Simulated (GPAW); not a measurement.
# GaN (P6_3mc) in GPAW: further runs, part 2 of 2

GPAW 26.7.0. The steps go on from the part before.

## (3) Optical spectrum, LDA (volume scaled by 1.08)

run.py

```python
from ase import Atoms
from ase.dft.bandgap import bandgap
from ase.io import write
from gpaw import GPAW, PW
from gpaw.response.df import DielectricFunction

atoms = Atoms(['Ga', 'Ga', 'N', 'N'],
              cell=[[3.2626341063, 0.0, 0.0],
                    [-1.6313170531, 2.8255240192, 0.0],
                    [0.0, 0.0, 5.3002414443]],
              scaled_positions=[[0.6666666667, 0.3333333333, 0.5],
                                [0.3333333333, 0.6666666667, 0.0],
                                [0.6666666667, 0.3333333333, 0.875],
                                [0.3333333333, 0.6666666667, 0.375]],
              pbc=True)

calc = GPAW(mode=PW(650),
            xc='LDA',
            kpts={'size': (8, 8, 4), 'gamma': True},
            occupations={'name': 'fermi-dirac', 'width': 0.001},
            nbands=18,
            convergence={'density': 1e-06},
            maxiter=150,
            txt='gpaw.txt')
atoms.calc = calc
energy = atoms.get_potential_energy()
calc.write('gs.gpw')
write('result.traj', atoms)
print(f'Energy: {energy:.6f} eV')
print('Fermi level:', round(calc.get_fermi_level(), 4), 'eV')
print(f'Gap: {bandgap(calc)[0]:.4f} eV, direct: {bandgap(calc, direct=True)[0]:.4f} eV')

dense = calc.fixed_density(kpts={'size': (13, 13, 7), 'gamma': True},
                           nbands=54, convergence={'bands': 48},
                           update_fermi_level=True, txt='dense.txt')
dense.write('dense.gpw', mode='all')

df = DielectricFunction('dense.gpw', frequencies={'type': 'nonlinear', 'domega0': 0.05, 'omega2': 10},
                        eta=0.1, ecut=50, nbands=48, eshift=1.44, intraband=False, txt='df.txt')
for direction in ['x', 'z']:
    df.get_dielectric_function(xc='RPA', direction=direction, filename=f'df_{direction}.csv')
    e0, e = df.get_macroscopic_dielectric_constant(xc='RPA', direction=direction)
    print(f'{direction}: static eps {e0:.4f} without, {e:.4f} with local fields')
```

Potentials or basis: the program's PAW data sets (release 1.2.1) made for this functional, pw.

Launch:

```
$ OMP_NUM_THREADS=1 python run.py
```

gpaw.txt:

```text
__  _  _
 | _ |_)|_||  |
 |__||  | ||/\| - 26.7.0

Input parameters:
  mode=PW(ecut=650.0),
  convergence={'density': 1e-06},
  kpts=MonkhorstPack(size=(8, 8, 4), gamma=True),
  maxiter=150,
  nbands=18,
  occupations=Occupations(name='fermi-dirac', width=0.001),
  xc=XC(name='LDA')

Diagonalizing LCAO Hamiltonian
Converting LCAO to pw mode

           N

        N  Ga

        Ga

Atoms  # Å, Bohr magnetons
|   | symbol |         x |        y |        z |    initial magnetic moments |
|---|--------|-----------|----------|----------|-----------------------------|
| 0 |     Ga |  1.631317 | 0.941841 | 2.650121 | ( 0.0000,  0.0000,  0.0000) |
| 1 |     Ga | -0.000000 | 1.883683 | 0.000000 | ( 0.0000,  0.0000,  0.0000) |
| 2 |      N |  1.631317 | 0.941841 | 4.637711 | ( 0.0000,  0.0000,  0.0000) |
| 3 |      N | -0.000000 | 1.883683 | 1.987591 | ( 0.0000,  0.0000,  0.0000) |

Unit cell  # Å
| periodic |         x |        y |        z |  lengths |     angles |
|----------|-----------|----------|----------|----------|------------|
|      yes |  3.262634 | 0.000000 | 0.000000 | 3.262634 |  90.000000 |
|      yes | -1.631317 | 2.825524 | 0.000000 | 3.262634 |  90.000000 |
|      yes |  0.000000 | 0.000000 | 5.300241 | 5.300241 | 120.000000 |

Number of symmetries: 6
Symmetry operations  # r_c * U_cc + t_c -> r_c
|   | kind |            matrix            |
|---|------|------------------------------|
| 0 |  σ   |  1, 1, 0,  0,-1, 0,  0, 0, 1 |
| 1 |  E   |  1, 0, 0,  0, 1, 0,  0, 0, 1 |
| 2 |  C3  |  0, 1, 0, -1,-1, 0,  0, 0, 1 |
| 3 |  σ   |  0,-1, 0, -1, 0, 0,  0, 0, 1 |
| 4 |  σ   | -1, 0, 0,  1, 1, 0,  0, 0, 1 |
| 5 |  C3  | -1,-1, 0,  1, 0, 0,  0, 0, 1 |

BZ-sampling:
  Number of BZ points: 256
  Number of IBZ points: 35

  Monkhorst-Pack size: [8, 8, 4]
  Monkhorst-Pack shift: [0.0625, 0.0625, 0.125]

K-points  # in reciprocal-cell coordinates
|     |                                coordinates |     weight |
|-----|--------------------------------------------|------------|
|   0 | (  0.00000000,   0.00000000,   0.00000000) | 0.00390625 |
|   1 | (  0.00000000,   0.00000000,   0.25000000) | 0.00781250 |
|   2 | (  0.00000000,   0.00000000,   0.50000000) | 0.00390625 |
|   3 | (  0.12500000,   0.00000000,  -0.25000000) | 0.02343750 |
|   4 | (  0.12500000,   0.00000000,   0.00000000) | 0.02343750 |
|   5 | (  0.12500000,   0.00000000,   0.25000000) | 0.02343750 |
|   6 | (  0.12500000,   0.00000000,   0.50000000) | 0.02343750 |
|   7 | (  0.25000000,  -0.12500000,   0.00000000) | 0.02343750 |
|   8 | (  0.25000000,  -0.12500000,   0.25000000) | 0.04687500 |
|   9 | (  0.25000000,  -0.12500000,   0.50000000) | 0.02343750 |
| ... |                                            |            |
|  34 | (  0.50000000,   0.50000000,   0.50000000) | 0.01171875 |

Plane wave coefficients: 1858
Cutoff: 650.0 eV

Spin-components: 1 (collinear spins)
Bands:           18
Projectors:      20
Spin-degeneracy: 2
Datatype:        complex128

Density:
  Valence electrons: 16.0
  Components: 1
  Grid points: [20 20 32]
  Charge: 0.0  # |e|

Potential:
  Grid points: [20 20 32]

species:
  Ga:
    name:    Gallium
    Z:       31.0
    valence: 3
    core:    28
    charge:  0.0  # [|e|]
    compensation charges:
      type: gauss
      rc: 0.37  # [Å]
      lmax: 2
    cutoffs:
      filter: 2.06  # [Å]
      core: 4.17  # [Å]
    projectors
    | kind |    occ | energy [eV] | rcut [Å] |
    |------|--------|-------------|----------|
    |   4s |  2.000 |      -9.167 |    1.164 |
    |   4p |  1.000 |      -2.734 |    1.164 |
    |    s |        |      18.045 |    1.164 |
    |    p |        |      24.478 |    1.164 |
    |    d |        |       0.000 |    1.164 |

    Using partial waves for Ga as LCAO basis

  N:
    name:    Nitrogen
    Z:       7.0
    valence: 5
    core:    2
    charge:  0.0  # [|e|]
    compensation charges:
      type: gauss
      rc: 0.18  # [Å]
      lmax: 2
    cutoffs:
      filter: 1.11  # [Å]
      core: 0.96  # [Å]
    projectors
    | kind |    occ | energy [eV] | rcut [Å] |
    |------|--------|-------------|----------|
    |   2s |  2.000 |     -18.420 |    0.603 |
    |   2p |  3.000 |      -7.237 |    0.529 |
    |    s |        |       8.791 |    0.603 |
    |    p |        |      19.974 |    0.529 |
    |    d |        |       0.000 |    0.577 |

    Using partial waves for N as LCAO basis

Reference energy: -108557.861093  # eV

eigensolver:
  PPCG
  Converge bands: occupied
  niter=2

density mixing:
  MSR1-Mixer
  Pratt-step length: 0.05
  Maximum mixing coefficient: 0.75
  Old densities: 10
  SVD Regularization: 0.005
  Good broyden scale: 1.0
  Trust region scale: 1.0
  Backstep threshold: 4.0
  History deletion threshold: 6.0
  Fourier metric: weight=20.0, sigma=0.015

occupation numbers:
  Fermi-Dirac:
    width: 0.0010  # eV

poisson solver:
  ecut: 5200.0  # eV

xc functional:
  name: None

convergence criteria:
- Maximum integral of absolute [dens]ity change: 1e-06 electrons / valence electron
- Maximum [total energy] change in last 3 cyles: 0.0005 eV / valence electron
- Maximum integral of absolute [eigenst]ate change: 4e-08 eV^2 / valence electron
maximum number of iterations: 150

SCF iterations
|iter     | |      energy | eigst |  dens |
|---------|-|-------------|-------|-------|
|iter:   1| |  -30.840705 | -0.33 |       |
|iter:   2| |  -29.930439 | -1.91 | -0.58 |
|iter:   3| |  -27.553485 | -0.63 | -0.64 |
|iter:   4| |  -27.525666 | -3.01 | -1.28 |
|iter:   5| |  -27.515435 | -3.59 | -1.56 |
|iter:   6| |  -27.515421 | -5.45 | -2.88 |
|iter:   7| |  -27.515428c| -6.20 | -3.22 |
|iter:   8| |  -27.515426c| -6.82 | -3.83 |
|iter:   9| |  -27.515426c| -7.66c| -4.54 |
|iter:  10| |  -27.515426c| -8.33c| -5.08 |
|iter:  11| |  -27.515426c| -9.40c| -5.91 |
|iter:  12| |  -27.515426c|-10.07c| -6.41c|

Converged in 12 steps
Energy contributions relative to reference atoms: (reference = -108557.861093)

Energy contributions:
  Kinetic:          44.209097
  Coulomb:         -39.792924
  Zero:              0.139586
  External:          0.000000
  Xc:              -32.071185
  Entropy:          -0.000000
  Spinorbit:         0.000000
  ----------------------------
  Free energy:     -27.515426
  Extrapolated:    -27.515426

dipole moment: (-0.000024, -0.000041, -12.058863)  # |e|*Ang

Fermi level: 5.488
Eigenvalues  # (at kpt = [0.000, 0.000, 0.000])
| band index |      eig [eV] | occ [0-2] |
|------------|---------------|-----------|
|          0 |        -9.950 |     2.000 |
|          1 |        -7.774 |     2.000 |
|          2 |        -1.394 |     2.000 |
|          3 |         4.333 |     2.000 |
|          4 |         4.333 |     2.000 |
|          5 |         5.247 |     2.000 |
[... 8 lines left out ...]
|         14 |        16.398 |     0.000 |
|         15 |        16.398 |     0.000 |
|        ... |               |           |
|         17 |        20.090 |     0.000 |

Gap: 1.556 eV
Transition (v -> c):
  (s=0, k=0, n=7, [0.00, 0.00, 0.00]) -> (s=0, k=0, n=8, [0.00, 0.00, 0.00])
No difference between direct/indirect transitions
# Writing to gs.gpw (mode='')
```

df.txt:

```text
NonLinearFrequencyDescriptor(from 0.000 to 59.215 eV, 344 points)
NonLinearFrequencyDescriptor(from 0.000 to 59.215 eV, 344 points)

Calculating chi0 body with:
    Ground state adapter containing:
    Number of spins: 1
    Number of kpoints: 1183
    Number of irreducible kpoints: 126
    Number of completely occupied states: 8
    Number of partially occupied states: 8

    Linear response parametrization:
    q_c: [0.0, 0.0, 0.0]
    Number of frequency points: 344
    Planewave cutoff: 50.0
    Number of bands: 48
    Number of planewaves: 37
    Broadening (eta): 0.1

Integrating chi0 body.

Symmetries of q_c:
    Direct symmetries (Uq -> q): 6
    Indirect symmetries (TUq -> q): 6
In total 12 allowed symmetries.

Integral kind: spectral function

Calculating chi0 optical extensions with:
    Ground state adapter containing:
    Number of spins: 1
    Number of kpoints: 1183
    Number of irreducible kpoints: 126
    Number of completely occupied states: 8
    Number of partially occupied states: 8

    Linear response parametrization:
    Number of frequency points: 344
    Planewave cutoff: 50.0
    Number of bands: 48
    Number of planewaves: 37
    Broadening (eta): 0.1
Integrating chi0 head and wings.

Symmetries of q_c:
    Direct symmetries (Uq -> q): 6
    Indirect symmetries (TUq -> q): 6
In total 12 allowed symmetries.

Integral kind: spectral function wings

Finished calculating chi0
```

It took 3.7 min on 1 thread of Arm Neoverse V1, shared host; peak memory 0.58 GiB.

Results:

* Free energy: -27.5154 eV
* Band gap on the k mesh: 1.56 eV, direct

Dielectric function (mean over the directions given):
| energy (eV) | real part | imaginary part |
| --- | --- | --- |
| 0.25 | 5.10 | 0.00 |
| 0.88 | 5.16 | 0.02 |
| 1.54 | 5.31 | 0.03 |
| 2.18 | 5.61 | 0.06 |
| 2.79 | 6.30 | 0.28 |
| 3.43 | 6.93 | 0.74 |
| 4.16 | 5.90 | 2.01 |
| 4.79 | 6.27 | 2.38 |
| 5.38 | 7.52 | 1.93 |
| 6.07 | 7.66 | 2.41 |
| 6.63 | 7.47 | 6.82 |
| 7.29 | 4.81 | 7.35 |
| 8.07 | 2.03 | 6.27 |
| 8.71 | 1.61 | 6.47 |
| 9.27 | 0.42 | 6.03 |
| 9.96 | 1.28 | 4.70 |
| 10.57 | -0.03 | 4.57 |
| 11.20 | 0.70 | 2.88 |
| 11.96 | 1.00 | 5.10 |
| 12.53 | -1.01 | 5.98 |
| 13.24 | -2.36 | 3.94 |
| 13.85 | -1.91 | 2.23 |
| 14.48 | -1.39 | 2.12 |
| 15.13 | -1.36 | 1.69 |
| 15.94 | -1.21 | 1.43 |
| 16.64 | -0.94 | 1.02 |
| 17.36 | -0.79 | 0.94 |
| 18.12 | -0.64 | 0.59 |
| 18.90 | -0.44 | 0.50 |
| 19.87 | -0.19 | 0.48 |

Caveat: the long-wavelength limit can be off by a per cent or two; independent-particle spectra lack excitons; an odd mesh through Γ misses points on the zone boundary, where band edges often lie.

## (4) Band structure, PBE

run.py

```python
from ase.dft.bandgap import bandgap
from ase.io import read, write
from gpaw import GPAW

atoms = read('GaN.cif')

calc = GPAW(mode='lcao',
            h=0.2,
            basis='dz(dzp)',
            xc='PBE',
            kpts={'size': (7, 7, 4), 'gamma': True},
            occupations={'name': 'fermi-dirac', 'width': 0.05},
            convergence={'density': 1e-05, 'energy': 1e-05},
            maxiter=150,
            txt='gpaw.txt')
atoms.calc = calc
energy = atoms.get_potential_energy()
forces = atoms.get_forces()
calc.write('gs.gpw')
write('result.traj', atoms)
print(f'Energy: {energy:.6f} eV')
print('Forces (eV/A):')
print(forces.round(4))
print('Fermi level:', round(calc.get_fermi_level(), 4), 'eV')
print(f'Gap: {bandgap(calc)[0]:.4f} eV, direct: {bandgap(calc, direct=True)[0]:.4f} eV')

path = atoms.cell.bandpath('GMKGALHA,LM,KH', npoints=100, eps=1e-4)
bs_calc = calc.fixed_density(kpts=path, symmetry='off', txt='bands.txt')
bs = bs_calc.band_structure()
bs.write('bs.json')
print(f'Gap on the path: {bandgap(bs_calc)[0]:.4f} eV')
```

GaN.cif

```cif
data_GaN
_cell_length_a 3.18000000
_cell_length_b 3.18000000
_cell_length_c 5.16600000
_cell_angle_alpha 90.00000000
_cell_angle_beta 90.00000000
_cell_angle_gamma 120.00000000
_space_group_name_H-M_alt 'P1'
_space_group_name_Hall 'P 1'
_space_group_IT_number 1
loop_
_space_group_symop_operation_xyz
'x,y,z'
loop_
_atom_site_label
_atom_site_type_symbol
_atom_site_symmetry_multiplicity
_atom_site_Wyckoff_symbol
_atom_site_fract_x
_atom_site_fract_y
_atom_site_fract_z
_atom_site_occupancy
Ga1 Ga 1 a 0.6666666667 0.3333333333 0.5000000000 1
Ga2 Ga 1 a 0.3333333333 0.6666666667 0.0000000000 1
N1 N 1 a 0.6666666667 0.3333333333 0.8750000000 1
N2 N 1 a 0.3333333333 0.6666666667 0.3750000000 1
```

Potentials or basis: GPAW PAW data sets (gpaw-data 1.2.1), lcao:dz(dzp).

Launch:

```
$ OMP_NUM_THREADS=1 python run.py
```

Wall time 25 s (1 thread of Arm Neoverse V2, shared host); peak memory 0.17 GiB.

The run converged, but some of its settings lie outside the range that counts as converged, so its numbers aren't taken as properties of the crystal.

Results:

| Quantity | Value |
| --- | --- |
| Free energy | -21.2204 eV |
| Largest force | 0.188 eV/Å |
| Band gap on the k mesh | 2.01 eV, direct |
| Band gap along the path | 2.01 eV, direct |

Caveat: the real-space grid adds noise to forces; the basis of atomic orbitals isn't converged, which shifts pressures, moduli and gaps.

## (5) Band structure, vdW-DF, spin-orbit coupling, no magnetisation

run.py

```python
import numpy as np
from ase.dft.bandgap import bandgap
from ase.io import read, write
from gpaw import GPAW, PW
from gpaw.spinorbit import soc_eigenstates

atoms = read('GaN.xyz')

calc = GPAW(mode=PW(800),
            xc={'name': 'vdW-DF', 'backend': 'libvdwxc'},
            kpts={'size': (7, 7, 4), 'gamma': True},
            occupations={'name': 'fermi-dirac', 'width': 0.05},
            nbands=18,
            convergence={'density': 1e-05, 'energy': 1e-05},
            maxiter=150,
            txt='gpaw.txt')
atoms.calc = calc
energy = atoms.get_potential_energy()
forces = atoms.get_forces()
calc.write('gs.gpw')
write('result.traj', atoms)
print(f'Energy: {energy:.6f} eV')
print('Forces (eV/A):')
print(forces.round(4))
print('Fermi level:', round(calc.get_fermi_level(), 4), 'eV')
print(f'Gap: {bandgap(calc)[0]:.4f} eV, direct: {bandgap(calc, direct=True)[0]:.4f} eV')

path = atoms.cell.bandpath('GMKGALHA,LM,KH', npoints=80, eps=1e-4)
bs_calc = calc.fixed_density(kpts=path, symmetry='off', nbands=29,
                             convergence={'bands': 'CBM+6.0', 'eigenstates': 1e-6}, txt='bands.txt')
bs = bs_calc.band_structure()
bs.write('bs.json')
print(f'Gap on the path: {bandgap(bs_calc)[0]:.4f} eV')

soc = soc_eigenstates(bs_calc, theta=54.7, phi=45)
np.savetxt('soc_bands.dat', soc.eigenvalues(), fmt='%.4f')
mesh = soc_eigenstates('gs.gpw', theta=54.7, phi=45)
np.savetxt('soc_mesh.dat', mesh.eigenvalues(), fmt='%.4f')
print('Fermi level with spin-orbit coupling:', round(mesh.fermi_level, 4), 'eV')
```

GaN.xyz

```xyz
4
Lattice="3.1800000000 0.0000000000 0.0000000000 -1.5900000000 2.7539607840 0.0000000000 0.0000000000 0.0000000000 5.1660000000" Properties=species:S:1:pos:R:3 pbc="T T T"
Ga     1.5900000002      0.9179869279      2.5830000000
Ga    -0.0000000002      1.8359738561      0.0000000000
N      1.5900000002      0.9179869279      4.5202500000
N     -0.0000000002      1.8359738561      1.9372500000
```

Potentials or basis: GPAW PAW data sets (gpaw-data 1.2.1), pw.

Launch:

```
$ OMP_NUM_THREADS=1 python run.py
```

Wall time 55 s (1 thread of Arm Neoverse V2, shared host); peak memory 0.38 GiB.

It converged, with:

- Free energy: -101.9801 eV
- Largest force: 0.179 eV/Å
- Band gap on the k mesh: 2.24 eV, direct
- Band gap along the path: 2.24 eV, direct

Forces in eV/Å, atoms in the order of the input:
```
Ga   0.000  0.000 -0.178
Ga   0.000  0.000 -0.178
N    0.000  0.000  0.179
N    0.000  0.000  0.177
```

Levels at the corners of the path, in eV from the valence-band top:
```tsv
point	band 12	band 13	band 14	band 15	band 16	band 17	band 18	band 19	band 20	band 21
Γ	-0.07	-0.01	-0.01	0.00	0.00	2.24	2.24	4.56	4.56	9.51
M	-2.69	-2.21	-2.21	-0.96	-0.96	5.36	5.36	5.85	5.85	6.32
K	-2.97	-2.97	-2.95	-2.68	-2.68	5.42	5.42	8.04	8.05	8.05
Γ	-0.07	-0.01	-0.01	0.00	0.00	2.24	2.24	4.56	4.56	9.51
A	-0.55	-0.52	-0.52	-0.52	-0.52	4.54	4.54	4.54	4.54	8.81
L	-1.92	-1.87	-1.87	-1.87	-1.87	4.70	4.70	4.70	4.70	8.05
H	-4.12	-1.46	-1.46	-1.45	-1.45	6.73	6.73	6.75	6.75	7.58
A	-0.55	-0.52	-0.52	-0.52	-0.52	4.54	4.54	4.54	4.54	8.81
L	-1.92	-1.87	-1.87	-1.87	-1.87	4.70	4.70	4.70	4.70	8.05
M	-2.69	-2.21	-2.21	-0.96	-0.96	5.36	5.36	5.85	5.85	6.32
K	-2.97	-2.97	-2.95	-2.68	-2.68	5.42	5.42	8.04	8.05	8.05
H	-4.12	-1.46	-1.46	-1.45	-1.45	6.73	6.73	6.75	6.75	7.58
```

Caveat: spin-orbit coupling was added after a scalar SCF, so levels and gaps hold it while energy, forces, pressure and moments don't; this program's spin-orbit splittings come out too wide for heavy elements; the PAW data sets were made with another functional, which shifts forces and pressure a little.

## (6) Overview

| task | level | potentials or basis | spin | cell | k mesh | cutoff (eV) | smearing | valence bands | conduction bands | integrate gamma | bse mode | direction | gap on the mesh (eV) |
| --- | --- | --- | --- | --- | --- | --- | --- | --- | --- | --- | --- | --- | --- |
| optical spectrum by the Bethe-Salpeter equation | LDA | the program's PAW data sets (release 1.2.1) made for this functional, pw | off | volume scaled by 1.08 | 8 × 8 × 4 | 650 | fermi-dirac 0.001 eV | 4 | 4 | 1BZ | BSE | 0 | - |
| optical spectrum | LDA | the program's PAW data sets (release 1.2.1) made for this functional, pw | off | volume scaled by 1.08 | 8 × 8 × 4 | 650 | fermi-dirac 0.001 eV | - | - | - | - | - | 1.56 |
| band structure | vdW-DF | GPAW PAW data sets (gpaw-data 1.2.1), pw | SOC, no magnetisation | as given | 7 × 7 × 4 | 800 | fermi-dirac 0.05 eV | - | - | - | - | - | 2.24 |

Caveats: the long-wavelength limit can be off by a per cent or two (some runs); an odd mesh through Γ misses points on the zone boundary, where band edges often lie (some runs); the band lists can cut through equal levels, which moves peak heights (some runs); on so coarse a mesh excitons come out too strongly bound (some runs); on this mesh the treatment of q = 0 moves the result by about a tenth of an eV (some runs); the static dielectric constant lacks the antiresonant part and is too small (some runs); spectra need much finer meshes, so this one isn't converged (some runs).

Absolute energies hang on the potentials; compare differences alone.

## (7) Comparison with measurements

Step 5. A measured gap of GaN is 3.503 eV (direct; quoted in “Studying electronic properties in GaN without electrical contacts using γ-γ vs e−-γ Perturbed Angular Correlations”, 2019, pmc:6823545); the calculated 2.24 eV misses it by -1.26 eV. The value is that of vdW-DF, without temperature or zero-point motion.
